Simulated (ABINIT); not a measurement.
# Beyond one shot: BN (P6_3mc), part 2 of 3

Aim: iterate the self-energy on BN (P6_3mc) and follow the gap from cycle to cycle.

ABINIT 10.8.3; LDA and many-body steps on it, plane waves. Known limits of the many-body steps: not at the basis limit; coarse k mesh.

So far. Step 4 (G0W0): The gap on the mesh goes from 5.05 eV to 6.94 eV, a correction of +1.89 eV. Step 5 (evGW0, cycle 1): Against G0W0 in ABINIT (6×6×4 mesh, 120 bands, screening to 244.9 eV, Godby-Needs plasmon pole), the gap moves by +0.353 eV. This first cycle still uses the starting levels; it takes the full correction, at all points of the mesh, and its linearised value is 6.937 eV.

The database entry behind the starting cell has ideal inner coordinates that were not refined, so it need not match the best structure at ambient conditions.

### 6. evGW0, cycle 2

Level of this step: evGW0 on LDA, plane waves, norm-conserving pseudopotentials (ABINIT).

The corrected levels of the last cycle go back in.

Input file run.abi:

```
acell 3*1.0 Angstrom
rprim 
  2.536000000002 -0.000000000000 0.000000000000
  -1.268000000000 2.196240423999 0.000000000000
  0.000000000000 0.000000000000 4.199000000000
ntypat 2
znucl 5 7
natom 4
typat 1 1 2 2
xred 
  0.666666666667 0.333333333333 0.000000000000
  0.333333333333 0.666666666667 0.500000000000
  0.666666666667 0.333333333333 0.375000000000
  0.333333333333 0.666666666667 0.875000000000
pp_dirpath "pseudos"
pseudos "B.upf, N.upf"
ecut 36
ngkpt 6 6 4
nshiftk 1
shiftk 0 0 0
kptopt 1
chksymbreak 0
istwfk *1
occopt 1
irdwfk 1
optdriver 4
nband 120
gwcalctyp 10
ecutsigx 36
symsigma 1
nkptgw 21
kptgw 
  0.0000000000 0.0000000000 0.0000000000
  0.1666666667 0.0000000000 0.0000000000
  0.3333333333 0.0000000000 0.0000000000
  0.5000000000 0.0000000000 0.0000000000
  0.1666666667 0.1666666667 0.0000000000
  0.3333333333 0.1666666667 0.0000000000
  0.3333333333 0.3333333333 0.0000000000
  0.0000000000 0.0000000000 0.2500000000
  0.1666666667 0.0000000000 0.2500000000
  0.3333333333 0.0000000000 0.2500000000
  0.5000000000 0.0000000000 0.2500000000
  0.1666666667 0.1666666667 0.2500000000
  0.3333333333 0.1666666667 0.2500000000
  0.3333333333 0.3333333333 0.2500000000
  0.0000000000 0.0000000000 0.5000000000
  0.1666666667 0.0000000000 0.5000000000
  0.3333333333 0.0000000000 0.5000000000
  0.5000000000 0.0000000000 0.5000000000
  0.1666666667 0.1666666667 0.5000000000
  0.3333333333 0.1666666667 0.5000000000
  0.3333333333 0.3333333333 0.5000000000
bdgw 
  1 16
  1 16
  1 16
  1 16
  1 16
  1 16
  1 16
  1 16
  1 16
  1 16
  1 16
  1 16
  1 16
  1 16
  1 16
  1 16
  1 16
  1 16
  1 16
  1 16
  1 16
ecuteps 9
irdscr 1
ppmodel 1
irdqps 1
indata_prefix "in"
outdata_prefix "out"
tmpdata_prefix "tmp"
```

Launch:

```
$ OMP_NUM_THREADS=1 mpirun -n 4 abinit run.abi > log
```

Output:

```text
.Version 10.8.3 of ABINIT. v10.8.2 released Aug 2026.

 Symmetries : space group P6_3 m c (#186); Bravais hP (primitive hexag.)
[... echo of the input left out ...]
== DATASET  1 ==================================================================
-   mpi_nproc: 4, omp_nthreads: 1 (-1 if OMP is not activated)

--- !DatasetInfo
iteration_state: {dtset: 1, }
dimensions: {natom: 4, nkpt: 21, mband: 120, nsppol: 1, nspinor: 1, nspden: 1, mpw: 1677, }
cutoff_energies: {ecut:  36.0, pawecutdg:  -1.0, }
[...]
.  kptgw no:  3; Maximum DeltaE = (  -0.169  -0.001) for band index: 16
[...]
.  kptgw no: 20; Maximum DeltaE = (  -0.155  -0.001) for band index: 15
.  kptgw no: 21; Maximum DeltaE = (  -0.157   0.000) for band index: 15

== END DATASET(S) ==============================================================
================================================================================

 -outvars: echo values of variables after computation  --------
           etotal      0.0000000000E+00
            nband         120
             nkpt          21
          spgroup         186
 [... the other variables as echoed above ...]

 Calculation completed.
```

Elapsed: 18 min, on 4 MPI ranks of Arm Neoverse V2, shared host; peak memory 1.4 GiB; 72 min of CPU time.

This step gave:

```yaml
quasiparticle_gap_on_the_mesh: 7.172 eV
gap_of_the_density_functional_on_the_mesh: 5.052 eV
k_of_the_valence_top: 0, 0, 0
k_of_the_conduction_bottom: 0.3333, 0.3333, 0
least_direct_quasiparticle_gap_on_the_computed_points: 10.62 eV
```

Against the cycle before, the gap moves by −0.118 eV.

### 7. evGW0, cycle 3

run.abi is that of step 6.

Output:

```text
.Version 10.8.3 of ABINIT. v10.8.2 released Aug 2026.

 Symmetries : space group P6_3 m c (#186); Bravais hP (primitive hexag.)
[... echo of the input left out ...]
== DATASET  1 ==================================================================
-   mpi_nproc: 4, omp_nthreads: 1 (-1 if OMP is not activated)

--- !DatasetInfo
iteration_state: {dtset: 1, }
dimensions: {natom: 4, nkpt: 21, mband: 120, nsppol: 1, nspinor: 1, nspden: 1, mpw: 1677, }
cutoff_energies: {ecut:  36.0, pawecutdg:  -1.0, }
[...]
.  kptgw no:  3; Maximum DeltaE = (   0.022   0.001) for band index: 16
[...]
.  kptgw no: 20; Maximum DeltaE = (  -0.013   0.015) for band index:  1
.  kptgw no: 21; Maximum DeltaE = (  -0.011   0.019) for band index:  1

== END DATASET(S) ==============================================================
================================================================================

 -outvars: echo values of variables after computation  --------
           etotal      0.0000000000E+00
            nband         120
             nkpt          21
          spgroup         186
 [... the other variables as echoed above ...]

 Calculation completed.
```

It took 18 min on 4 MPI ranks; peak memory 1.4 GiB.

This step gave:

```yaml
quasiparticle_gap_on_the_mesh: 7.176 eV
gap_of_the_density_functional_on_the_mesh: 5.052 eV
k_of_the_valence_top: 0, 0, 0
k_of_the_conduction_bottom: 0.3333, 0.3333, 0
least_direct_quasiparticle_gap_on_the_computed_points: 10.63 eV
```

Against the cycle before, the gap moves by +0.004 eV.

### 8. Screening, 6×6×4 mesh, 120 bands, screening to 244.9 eV

This step: RPA screening on LDA, plane waves, norm-conserving pseudopotentials.

Input file run.abi:

```
acell 3*1.0 Angstrom
rprim 
  2.536000000002 -0.000000000000 0.000000000000
  -1.268000000000 2.196240423999 0.000000000000
  0.000000000000 0.000000000000 4.199000000000
ntypat 2
znucl 5 7
natom 4
typat 1 1 2 2
xred 
  0.666666666667 0.333333333333 0.000000000000
  0.333333333333 0.666666666667 0.500000000000
  0.666666666667 0.333333333333 0.375000000000
  0.333333333333 0.666666666667 0.875000000000
pp_dirpath "pseudos"
pseudos "B.upf, N.upf"
ecut 36
ngkpt 6 6 4
nshiftk 1
shiftk 0 0 0
kptopt 1
chksymbreak 0
istwfk *1
occopt 1
irdwfk 1
optdriver 3
nband 120
ecuteps 9
inclvkb 2
awtr 1
symchi 1
gwcalctyp 10
mbpt_sciss 2.474 eV
nqptdm 1
qptdm 
  0 0 0
indata_prefix "in"
outdata_prefix "out"
tmpdata_prefix "tmp"
```

Output:

```text
.Version 10.8.3 of ABINIT. v10.8.2 released Aug 2026.

 Symmetries : space group P6_3 m c (#186); Bravais hP (primitive hexag.)
[... echo of the input left out ...]
== DATASET  1 ==================================================================
-   mpi_nproc: 4, omp_nthreads: 1 (-1 if OMP is not activated)

--- !DatasetInfo
iteration_state: {dtset: 1, }
dimensions: {natom: 4, nkpt: 21, mband: 120, nsppol: 1, nspinor: 1, nspden: 1, mpw: 1677, }
cutoff_energies: {ecut:  36.0, pawecutdg:  -1.0, }
electrons: {nelect:   1.60000000E+01, charge:   0.00000000E+00, occopt:   1.00000000E+00, tsmear:   1.00000000E-02, }

 SCREENING: Calculation of the susceptibility and dielectric matrices

 Based on a program developped by R.W. Godby, V. Olevano, G. Onida, and L. Reining.
 Incorporated in ABINIT by V. Olevano, G.-M. Rignanese, and M. Torrent.
.Using double precision arithmetic ; gwpc =  8

[... cell and pseudopotentials left out ...]
--------------------------------------------------------------------------------

 ==== K-mesh for the wavefunctions ====
 Number of points in the irreducible wedge :    21
[... list of points left out ...]
 Together with 12 symmetry operations and time-reversal symmetry
 yields   144 points in the full Brillouin Zone.

 ==== Q-mesh for the screening function ====
 Number of points in the irreducible wedge :    21
[... list of points left out ...]
 Together with 12 symmetry operations and time-reversal symmetry
 yields   144 points in the full Brillouin Zone.

 setmesh: FFT mesh size selected  =    18x   18x   36
          total number of points  =        11664

 vcoul_init : cutoff-mode = AUXILIARY_FUNCTION
 q-points for optical limit:   1
     1)      0.000010    0.000020    0.000030

 Dielectric matrix will be calculated only for some
 selected q points provided by the user through the input variables
 nqptdm and qptdm

- screening: taking advantage of time-reversal symmetry
- Maximum band index for partially occupied states nbvw = 8
- Remaining bands to be divided among processors   nbcw = 112
- Number of bands treated by each node ~28

 rdqps: reading QP wavefunctions of the previous step
        looking for file in_QPS
 file not found, 1st iteration initialized with KS eigenelements

 screening : performing a first self-consistency
 update of the energies in W by a scissor operator
 applying a scissor operator of [eV] :   2.474

 Number of electrons calculated from density =   16.0000; Expected =   16.0000
 average of density, n =  0.101379
 r_s =    1.3304
 omega_plasma =   30.7135 [eV]

 calculating chi0 at frequencies [eV] :
  1    0.000000E+00    0.000000E+00
  2    0.000000E+00    3.071353E+01

--------------------------------------------------------------------------------
  q-point number  1        q = ( 0.000000, 0.000000, 0.000000) [r.l.u.]
--------------------------------------------------------------------------------
[... chi0 elements left out ...]
 For q-point:  0.000010 0.000020 0.000030
  dielectric constant =   3.8706
  dielectric constant without local fields =   4.1347

  Average fulfillment of the sum rule on Im[epsilon] for q-point    1 :     94.29  [%]
[... wings left out ...]
== END DATASET(S) ==============================================================
================================================================================

 -outvars: echo values of variables after computation  --------
           etotal      0.0000000000E+00
            nband         120
             nkpt          21
          spgroup         186
 [... the other variables as echoed above ...]

 Calculation completed.
```

The job ended after 5.6 s (4 MPI ranks; peak memory 0.58 GiB; 22 s of CPU time).

Numbers from this step:

```
ε∞ with local fields, on this mesh, along the program's q direction : 3.871
the same without local fields                                       : 4.135
plasma frequency                                                    : 30.71 eV
plane waves in the screening matrix                                 : 209
```

This screening uses the functional's bands under a rigid shift, the mean opening of the cycle before.

### 9. Screening, 6×6×4 mesh, 120 bands, screening to 244.9 eV

This step: RPA screening on LDA from quasiparticle energies, plane waves, norm-conserving pseudopotentials.

run.abi: that of step 8 with these lines changed.

```diff
@@ -31,7 +31,26 @@
 symchi 1
+irdqps 1
 gwcalctyp 10
-mbpt_sciss 2.474 eV
-nqptdm 1
+nqptdm 20
 qptdm 
-  0 0 0
+  0.1666666667 0.0000000000 0.0000000000
+  0.3333333333 0.0000000000 0.0000000000
+  0.5000000000 0.0000000000 0.0000000000
+  0.1666666667 0.1666666667 0.0000000000
+  0.3333333333 0.1666666667 0.0000000000
+  0.3333333333 0.3333333333 0.0000000000
+  0.0000000000 0.0000000000 0.2500000000
+  0.1666666667 0.0000000000 0.2500000000
+  0.3333333333 0.0000000000 0.2500000000
+  0.5000000000 0.0000000000 0.2500000000
+  0.1666666667 0.1666666667 0.2500000000
+  0.3333333333 0.1666666667 0.2500000000
+  0.3333333333 0.3333333333 0.2500000000
+  0.0000000000 0.0000000000 0.5000000000
+  0.1666666667 0.0000000000 0.5000000000
+  0.3333333333 0.0000000000 0.5000000000
+  0.5000000000 0.0000000000 0.5000000000
+  0.1666666667 0.1666666667 0.5000000000
+  0.3333333333 0.1666666667 0.5000000000
+  0.3333333333 0.3333333333 0.5000000000
 indata_prefix "in"
```

Input file mrgscr.stdin:

```
2
merged
q0_SCR
out_SCR
1
```

Launch:

```
$ OMP_NUM_THREADS=1 mpirun -n 4 abinit run.abi > log; mrgscr < mrgscr.stdin
```

Output:

```text
.Version 10.8.3 of ABINIT. v10.8.2 released Aug 2026.

 Symmetries : space group P6_3 m c (#186); Bravais hP (primitive hexag.)
[... echo of the input left out ...]
== DATASET  1 ==================================================================
-   mpi_nproc: 4, omp_nthreads: 1 (-1 if OMP is not activated)

--- !DatasetInfo
iteration_state: {dtset: 1, }
dimensions: {natom: 4, nkpt: 21, mband: 120, nsppol: 1, nspinor: 1, nspden: 1, mpw: 1677, }
cutoff_energies: {ecut:  36.0, pawecutdg:  -1.0, }
[...]
q-point number  1        q = ( 0.166667, 0.000000, 0.000000) [r.l.u.]
--------------------------------------------------------------------------------
[... chi0 elements left out ...]
  Average fulfillment of the sum rule on Im[epsilon] for q-point    2 :    105.96  [%]

--------------------------------------------------------------------------------
  q-point number  2        q = ( 0.333333, 0.000000, 0.000000) [r.l.u.]
--------------------------------------------------------------------------------
[... chi0 elements left out ...]
  Average fulfillment of the sum rule on Im[epsilon] for q-point    3 :     98.92  [%]

 [... 18 further q-points ...]
```

Elapsed: 82 s, on 4 MPI ranks; peak memory 0.89 GiB; 5.5 min of CPU time.

This step gave:

```yaml
plasma_frequency: 30.71 eV
plane_waves_in_the_screening_matrix: 209
```

This screening reads the quasiparticle levels of the cycle before.

### 10. evGW, cycle 1

This step: evGW on LDA, plane waves, norm-conserving pseudopotentials.

run.abi: that of step 9 with these lines changed.

```diff
@@ -25,12 +25,10 @@
 irdwfk 1
-optdriver 3
+optdriver 4
 nband 120
-ecuteps 9
-inclvkb 2
-awtr 1
-symchi 1
-irdqps 1
 gwcalctyp 10
-nqptdm 20
-qptdm 
+ecutsigx 36
+symsigma 1
+nkptgw 21
+kptgw 
+  0.0000000000 0.0000000000 0.0000000000
   0.1666666667 0.0000000000 0.0000000000
@@ -55,2 +53,28 @@
   0.3333333333 0.3333333333 0.5000000000
+bdgw 
+  1 16
+  1 16
+  1 16
+  1 16
+  1 16
+  1 16
+  1 16
+  1 16
+  1 16
+  1 16
+  1 16
+  1 16
+  1 16
+  1 16
+  1 16
+  1 16
+  1 16
+  1 16
+  1 16
+  1 16
+  1 16
+ecuteps 9
+irdscr 1
+ppmodel 1
+irdqps 1
 indata_prefix "in"
```

Launch:

```
$ OMP_NUM_THREADS=1 mpirun -n 4 abinit run.abi > log
```

Output:

```text
.Version 10.8.3 of ABINIT. v10.8.2 released Aug 2026.

 Symmetries : space group P6_3 m c (#186); Bravais hP (primitive hexag.)
[... echo of the input left out ...]
== DATASET  1 ==================================================================
-   mpi_nproc: 4, omp_nthreads: 1 (-1 if OMP is not activated)

--- !DatasetInfo
iteration_state: {dtset: 1, }
dimensions: {natom: 4, nkpt: 21, mband: 120, nsppol: 1, nspinor: 1, nspden: 1, mpw: 1677, }
cutoff_energies: {ecut:  36.0, pawecutdg:  -1.0, }
[...]
.  kptgw no:  3; Maximum DeltaE = (  -0.454   0.014) for band index:  1
[...]
.  kptgw no: 20; Maximum DeltaE = (  -0.419   0.012) for band index:  1
.  kptgw no: 21; Maximum DeltaE = (  -0.419   0.009) for band index:  1

== END DATASET(S) ==============================================================
================================================================================

 -outvars: echo values of variables after computation  --------
           etotal      0.0000000000E+00
            nband         120
             nkpt          21
          spgroup         186
 [... the other variables as echoed above ...]

 Calculation completed.
```

Wall time 18 min (4 MPI ranks); peak memory 1.4 GiB.

Numbers from this step:

| Item | Value |
| --- | --- |
| quasiparticle gap on the mesh | 7.519 eV |
| gap of the density functional on the mesh | 5.052 eV |
| k of the valence top | 0, 0, 0 |
| k of the conduction bottom | 0.3333, 0.3333, 0 |
| least direct quasiparticle gap on the computed points | 11.02 eV |

Against G0W0 in ABINIT (6×6×4 mesh, 120 bands, screening to 244.9 eV, Godby-Needs plasmon pole), the gap moves by +0.582 eV.

### 11. Screening, 6×6×4 mesh, 120 bands, screening to 244.9 eV

This step: RPA screening on LDA, plane waves, norm-conserving pseudopotentials.

Input file run.abi:

```
acell 3*1.0 Angstrom
rprim 
  2.536000000002 -0.000000000000 0.000000000000
  -1.268000000000 2.196240423999 0.000000000000
  0.000000000000 0.000000000000 4.199000000000
ntypat 2
znucl 5 7
natom 4
typat 1 1 2 2
xred 
  0.666666666667 0.333333333333 0.000000000000
  0.333333333333 0.666666666667 0.500000000000
  0.666666666667 0.333333333333 0.375000000000
  0.333333333333 0.666666666667 0.875000000000
pp_dirpath "pseudos"
pseudos "B.upf, N.upf"
ecut 36
ngkpt 6 6 4
nshiftk 1
shiftk 0 0 0
kptopt 1
chksymbreak 0
istwfk *1
occopt 1
irdwfk 1
optdriver 3
nband 120
ecuteps 9
inclvkb 2
awtr 1
symchi 1
gwcalctyp 10
mbpt_sciss 2.879 eV
nqptdm 1
qptdm 
  0 0 0
indata_prefix "in"
outdata_prefix "out"
tmpdata_prefix "tmp"
```

Output:

```text
.Version 10.8.3 of ABINIT. v10.8.2 released Aug 2026.

 Symmetries : space group P6_3 m c (#186); Bravais hP (primitive hexag.)
[... echo of the input left out ...]
== DATASET  1 ==================================================================
-   mpi_nproc: 4, omp_nthreads: 1 (-1 if OMP is not activated)

--- !DatasetInfo
iteration_state: {dtset: 1, }
dimensions: {natom: 4, nkpt: 21, mband: 120, nsppol: 1, nspinor: 1, nspden: 1, mpw: 1677, }
cutoff_energies: {ecut:  36.0, pawecutdg:  -1.0, }
[...]
[... chi0 elements left out ...]
 For q-point:  0.000010 0.000020 0.000030
  dielectric constant =   3.8015
  dielectric constant without local fields =   4.0547

  Average fulfillment of the sum rule on Im[epsilon] for q-point    1 :     95.16  [%]
[... wings left out ...]
== END DATASET(S) ==============================================================
================================================================================

 -outvars: echo values of variables after computation  --------
           etotal      0.0000000000E+00
            nband         120
             nkpt          21
          spgroup         186
 [... the other variables as echoed above ...]

 Calculation completed.
```

The job ended after 5.6 s (4 MPI ranks; peak memory 0.58 GiB).

This step gave:

| Property | Result |
| --- | --- |
| ε∞ with local fields, on this mesh, along the program's q direction | 3.801 |
| the same without local fields | 4.055 |
| plasma frequency | 30.71 eV |
| plane waves in the screening matrix | 209 |

This screening uses the functional's bands under a rigid shift, the mean opening of the cycle before.

(Continued in part 3 of 3.)

[Paths, hosts, dates, memory and timing lines, banners, echoed tables and standing remarks are left out of the program output.]

[Logs are printed without paths, hosts, clocks, repeated set-up lines and the standing remarks that a program may print on its own settings, such as how far it seeks lower states.]

[Runs of the session that timed out or met a known fault of the program may be left out.]

[Hosts, paths, dates, database ids (printed as entryN), source tags and the programs' standing remarks are cut or masked in the printed files.]

[G0W0 gaps are taken among the corrected bands and points alone; a level outside them can change the order at an edge.]

[Where Ansatz stands beside ABINIT at settings called matched, ABINIT's density can come from a denser mesh and the files from another edition; pairs whose starting gaps differed by over 0.03 eV were left out, so agreement reads better than it is.]
